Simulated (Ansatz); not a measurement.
# CsI (CsCl type): the dielectric function from several functionals

Aim: the dielectric function of CsI (CsCl type) in the independent-particle picture, and how it depends on the functional and on the gap. Plan: HSE06 for the gap; optics with PBE on 4×4×4; optics with r2SCAN on 4×4×4; optics with PBE and scissors to the HSE06 gap on 4×4×4; optics with PBE with spin-orbit coupling on 4×4×4.

Method: plane waves, PAW; no local fields, no excitons, in Ansatz 0.2.0.

### 1 Starting point

It takes space group Pm-3m (No. 221, cubic). Conventional cell: a = 4.608 Å, b = 4.608 Å, c = 4.608 Å, α = 90.00°, β = 90.00°, γ = 90.00°. Around Cs (site symmetry m-3m) lie 8 I at 3.99 Å. Around I (site symmetry m-3m) lie 8 Cs at 3.99 Å.

Structure file:

```
Cs I
1.0
     4.60814    0.00000    0.00000
     0.00000    4.60814    0.00000
     0.00000    0.00000    4.60814
Cs I
1 1
Direct
  0.00000 0.00000 0.00000
  0.50000 0.50000 0.50000
```

Cell and atoms come from an earlier r2SCAN relaxation. Spin-orbit coupling, which matters for Cs, I, is in the runs so named alone.

### 2 HSE06 levels at special points

input.yaml

```yaml
crystal:
  lattice:
    - [4.6081404514, 0.0, 0.0]
    - [0.0, 4.6081404514, 0.0]
    - [0.0, 0.0, 4.6081404514]
  atoms:
    - { symbol: Cs, position: [0.0, 0.0, 0.0] }
    - { symbol: I, position: [0.5, 0.5, 0.5] }
kpoints:
  mp_grid: { grid: [4, 4, 4] }
  band_path:
    path:
      - [0.0, 0.0, 0.0]
      - [0.0, 0.5, 0.0]
      - [0.5, 0.5, 0.0]
      - [0.5, 0.5, 0.5]
      - [0.0, 0.5, 0.5]
    npoints: 1
hamiltonian:
  xc: hse06
scf:
  occupations: { method: fixed }
  n_extra_bands: 4
output:
  forces: true
  stress: true
  eigenvalues: true
  write_density: true
  write_potential: true
  elf: true
  volumetric_format: npy
```

Launch:

```
ansatz run input.yaml --threads 4 --pin off --max-ram 3686MiB --backend cpu --events-out ev --progress --plain --runs-dir out
```

Further steps of the session: Optics, PBE; Optics, r2SCAN; Optics, PBE with a scissors shift; Optics, PBE with spin-orbit coupling.

**Question.** What will the summary of the whole plan be? Wanted: ε∞, PBE; ε∞, r2SCAN; ε∞, PBE with spin-orbit coupling; tallest peak of ε₂, PBE; tallest peak of ε₂, r2SCAN; tallest peak of ε₂, PBE with spin-orbit coupling; HSE06 direct gap.

As calculated:

| quantity | value |
| --- | --- |
| ε∞, PBE | 3.66 |
| ε∞, r2SCAN | 3.36 |
| ε∞, PBE + 1.00 eV scissors | 3.35 |
| ε∞, PBE with spin-orbit coupling | 3.55 |
| tallest peak of ε₂, PBE | 7.6 at 5.55 eV |
| tallest peak of ε₂, r2SCAN | 6.6 at 6.10 eV |
| tallest peak of ε₂, PBE + 1.00 eV scissors | 7.6 at 6.55 eV |
| tallest peak of ε₂, PBE with spin-orbit coupling | 6.3 at 5.50 eV (complete to 10.9 eV) |
| HSE06 direct gap | 4.89 eV |

What this shows: PBE + 1.00 eV scissors has the widest direct gap (4.89 eV) and PBE with spin-orbit coupling the narrowest (3.56 eV); ε∞ is 3.35 and 3.55. Spin-orbit coupling moves the direct gap by -0.33 eV; ε∞ doesn't compare between these two runs, as the bands summed differ. Local fields and excitons are left out: both change ε∞, and without excitons the onset lacks its lines.
